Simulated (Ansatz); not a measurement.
**Ti: do energies and stresses tell the same story?**

These are results of Ansatz 0.2.0, DFT PBEsol, scalar-relativistic, plane waves, PAW, not measurements.

Cutoff 420 eV; k points 18×18×18 on the computed 1-atom cell (Γ-centred); Gaussian smearing, width 0.10 eV; no spin polarisation.

Relaxed cell: Im-3m, a = 3.210 Å, b = 3.210 Å, c = 3.210 Å, α = 90.00°, β = 90.00°, γ = 90.00°, 1 atom in the primitive cell. This bcc form isn't the element's structure at ambient conditions.

Energies at zero smearing and pressures from the stress tensor, at volumes with shape and atoms relaxed:
```tsv
V (Å³/atom)	E − E(first) (meV/atom)	P (GPa)
14.557	0.00	17.59
15.053	-45.81	12.36
15.549	-76.50	7.72
16.045	-93.78	3.61
16.542	-99.16	-0.01
17.038	-94.01	-3.20
17.534	-79.59	-6.00
18.196	-47.81	-9.21
```

Q: Check P = −dE/dV between neighbouring volumes, and get the bulk modulus from the pressures alone.

A: With 1 eV/Å³ = 160.2 GPa:
```json
{"middle V (Å³/atom)": "14.805", "−ΔE/ΔV (GPa)": "14.791", "mean P (GPa)": "14.973"}
{"middle V (Å³/atom)": "15.301", "−ΔE/ΔV (GPa)": "9.908", "mean P (GPa)": "10.037"}
{"middle V (Å³/atom)": "15.797", "−ΔE/ΔV (GPa)": "5.578", "mean P (GPa)": "5.666"}
{"middle V (Å³/atom)": "16.294", "−ΔE/ΔV (GPa)": "1.736", "mean P (GPa)": "1.803"}
{"middle V (Å³/atom)": "16.790", "−ΔE/ΔV (GPa)": "-1.661", "mean P (GPa)": "-1.604"}
{"middle V (Å³/atom)": "17.286", "−ΔE/ΔV (GPa)": "-4.658", "mean P (GPa)": "-4.601"}
{"middle V (Å³/atom)": "17.865", "−ΔE/ΔV (GPa)": "-7.695", "mean P (GPa)": "-7.608"}
```

The two differ by 0.18 GPa at most. The mean of two end pressures misses the average over a step by about ΔV² P″/12, up to 0.05 GPa here; with that taken off 0.13 GPa remains. The stress is the derivative of the free energy, not of the energy at zero smearing, and with free energies 0.00 GPa remains. Around V = 16.542 Å³/atom, the two neighbours give B = −V ΔP/ΔV = 16.542 × 6.81 / 0.993 = 113.6 GPa, against B0 = 112.9 GPa from the Birch–Murnaghan fit of the energies.